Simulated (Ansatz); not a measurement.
# Si (I4/mmm): scan of the energy under strain from a Python script

Aim: a scan of the energy under strain, for Si (I4/mmm), run from a script.

Computed with the Python package of Ansatz 0.2.0. Level of theory: DFT PBEsol, plane waves, PAW.

## 1. The structure

It takes space group I4/mmm (No. 139, tetragonal). The conventional cell has a = 3.254 Å, b = 3.254 Å, c = 2.641 Å, α = 90.00°, β = 90.00°, γ = 90.00°. Around Si (site symmetry 4/mmm) lie 10 Si at 2.64 to 2.65 Å.

No structure file is read: the coordinates are typed or built in the script.

## 2. The code

File run_strain.py:

```python
import ansatz as az
import matplotlib.pyplot as plt
import numpy as np

params = {
    "mesh": (17, 17, 17),
}

vectors0 = np.array([
    [-1.626915, 1.626915, 1.32033],
    [1.626915, -1.626915, 1.32033],
    [1.626915, 1.626915, -1.32033],
])
sites = [
    ("Si", (0.0, 0.0, 0.0)),
]


def build(cell):
    crystal = az.Crystal(lattice=az.Lattice.of(cell))
    for symbol, position in sites:
        crystal = crystal.atom(symbol, position)
    return crystal

values = np.linspace(-0.02, 0.02, 5)
energies = []
for d in values:
    strain = d / 2 * (np.ones((3, 3)) - np.eye(3))
    cell = vectors0 @ (np.eye(3) + strain)
    model = (
        build(cell).calculation()
        .functional(az.Functional.PBESOL)
        .pseudopotentials("paw")
        .basis(19 * az.Ha)
        .occupations(az.OccupationsMethod.FERMI_DIRAC)
        .kpoints(*params["mesh"])
    )
    r = model.run(threads=1, pin="off").report
    energies.append(r["free_energy_ev"] / len(sites))
    print(f"d = {d:+.4f}  F = {energies[-1]:.5f} eV/atom")
energies = np.array(energies)

for value, e in zip(values, energies):
    print(f"strain {value:7.3f}   E - Emin = {1000 * (e - energies.min()):9.3f} meV/atom")
plt.figure(figsize=(4.5, 3))
plt.plot(values, 1000 * (energies - energies.min()), "o-")
plt.xlabel("strain")
plt.ylabel("meV/atom")
plt.tight_layout()
plt.savefig("strain.png", dpi=100)
curvature = 2 * np.polyfit(values, energies, 3)[1]
volume = abs(np.linalg.det(vectors0)) / len(sites)
print(f"d2E/dd2 over the volume: {curvature / volume * 160.21766:.1f} GPa")
```

## 3. The input behind the calls

The package turns the script's settings into the engine's input (first run):

```yaml
crystal:
  lattice:
    - [-1.65638745, 1.62998085, 1.32033]
    - [1.62998085, -1.65638745, 1.32033]
    - [1.6238491499999999, 1.6238491499999999, -1.3528683]
  atoms:
    - { symbol: Si, position: [0.0, 0.0, 0.0] }
basis:
  ecutwfc: 517.016338673772
kpoints:
  mp_grid:
    grid: [17, 17, 17]
hamiltonian:
  xc: pbesol
  pseudopotentials:
    kind: paw
scf:
  occupations:
    method: fermi_dirac
```

## 4. Launch

Started as:

```sh
python run_strain.py
```

Q: Predict the main results. Wanted: curvature under the strain; range of energy; lowest point, strain.

**Answer**, as computed:

```
                  quantity          value
curvature under the strain       35.8 GPa
             runs compared              5
           range of energy  0.75 meV/atom
      lowest point, strain          0.000
```

What this shows: The lowest point, at 0.000, lies inside the range. So shallow a minimum is within the error of mesh and smearing. The ends stand 0.411 and 0.747 meV/atom above it. The curvature is positive, so the cell resists this strain. Caveats:
- The curvature belongs to this strain pattern and to the cell's stress; it equals a single elastic constant only for simple patterns.
- In a metal a curvature from energy changes of a few meV or less hangs on mesh and smearing, in size and even in sign.
- This isn't the structure that Si takes at ambient conditions.
- The ions keep their fractional positions (clamped ions). Whether this is the phase that is stable at ambient conditions was not tested.
